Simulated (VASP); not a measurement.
TePb: relaxation of the atoms with LDA

Crystal: TePb.

```
CELL_PARAMETERS angstrom
0.00000 3.14963 3.14963
3.14963 0.00000 3.14963
3.14963 3.14963 0.00000
ATOMIC_POSITIONS crystal
Te 0.50000 0.50000 0.50000
Pb 0.00000 0.00000 0.00000
```

The cell isn't the ideal one: a relaxed cell with its volume scaled by 0.96.

| Property | Result |
| --- | --- |
| Program | VASP 6.6.1 |
| Task | relaxation of the atoms |
| Functional | LDA |
| Potentials or basis | VASP PAW LDA potentials, release 64 (Te, Pb_d) |
| Cutoff | 600 eV |
| k mesh | 8 × 8 × 8 |
| Occupations | gaussian, width 0.03 eV |
| Spin | no spin polarisation |
| Further INCAR settings | ALGO = Normal; EDIFF = 1e-07; IBRION = 2; EDIFFG = -0.01; NSW = 40 |

- Pressure after relaxing: 2.2 GPa
- Band gap on the k mesh: 0.46 eV, direct

Final structure:
```cif
data_structure
_symmetry_space_group_name_H-M 'P 1'
_symmetry_Int_Tables_number 1
_cell_length_a 4.4543
_cell_length_b 4.4543
_cell_length_c 4.4543
_cell_angle_alpha 60.000
_cell_angle_beta 60.000
_cell_angle_gamma 60.000
_cell_volume 62.49
loop_
_atom_site_label
_atom_site_type_symbol
_atom_site_fract_x
_atom_site_fract_y
_atom_site_fract_z
_atom_site_occupancy
Te1 Te 0.50000 0.50000 0.50000 1
Pb1 Pb 0.00000 0.00000 0.00000 1
```

Levels at points of the mesh, in eV from the valence-band top:
```
           k point  band 8  band 9  band 10  band 11  band 12  band 13
(0.00, 0.00, 0.00)   -1.67   -1.67    -1.67     4.04     4.04     4.04
(0.50, 0.00, 0.00)   -1.14   -1.14     0.00     0.46     0.98     0.98
(0.50, 0.50, 0.00)   -5.17   -3.29    -3.29     2.89     5.64     5.64
```

Wall time 18 s on 1 thread of AMD EPYC 9R45 (Zen 5), on a shared host, peak memory 0.15 GiB.

Caveat: the relaxation stopped at its first step, so nothing moved; spin-orbit coupling is left out, which as a rule narrows the gap of such compounds by several tenths of an eV. A k mesh can miss the band edges.
